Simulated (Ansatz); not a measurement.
WS$_{2}$: what symmetry allows forces and stress to be

```xyz
3
Lattice="1.1557 1.1339 6.2179 -1.8610 1.0744 6.4074 -0.4041 -1.5679 6.2179" Properties=species:S:1:pos:R:3 pbc="T T T"
W    -0.0134    0.0078   -0.0331
S    -0.8299    0.4791   14.1697
S    -0.6336    0.3658   10.9493
```

All numbers below come from DFT PBEsol, scalar-relativistic, plane waves, PAW in Ansatz 0.2.0.

Plane waves to 420 eV, a k mesh through Γ of 12×12×12 on the computed 3-atom cell and Gaussian smearing (0.02 eV); no spin polarisation.

This distorted cell has space group Cm, with 2 operations.

Question: Without a calculation: in which directions can each atom feel a force?

Answer: A force must be left unchanged by every operation that keeps its atom in place, so it lies in the space that those operations leave fixed. Atoms that the group maps onto each other feel forces of one size.
```json
{"atom": "W1", "site symmetry": "m", "operations at the site": "2", "equivalent to atom": "1", "allowed force (Cartesian)": "in the plane normal to (0.50, 0.87, 0.00)"}
{"atom": "S2", "site symmetry": "m", "operations at the site": "2", "equivalent to atom": "2", "allowed force (Cartesian)": "in the plane normal to (0.50, 0.87, 0.00)"}
{"atom": "S3", "site symmetry": "m", "operations at the site": "2", "equivalent to atom": "3", "allowed force (Cartesian)": "in the plane normal to (0.50, 0.87, 0.00)"}
```

That leaves 6 independent force components of 9, tied by 2 conditions that the forces sum to zero, so 4 remain. A relaxation in this cell that keeps the symmetry moves the atoms in these directions alone.

Question: And the stress tensor?

Answer: It must be invariant under the point group, which leaves 4 independent components. Linear relations between components hold in this frame.

Question: Do the computed values obey this?

Answer: Yes. Forces (eV/Å):
```
W1   2.143 -1.237  2.162
S2   1.355 -0.782 -0.315
S3  -3.498  2.019 -1.847
```

Stress (GPa, compression positive, xx yy zz yz xz xy): 19.52 10.49 7.08 -13.53 23.44 -7.82. The program imposes the same operations on density, forces and stress, so this confirms the analysis and is no independent test of the calculation.

Spin–orbit coupling is left out, which can shift energies with elements as heavy as these. The cell holds layers, and where no dispersion correction was added their binding is poorly described.

This form isn't the usual stable structure of the compound.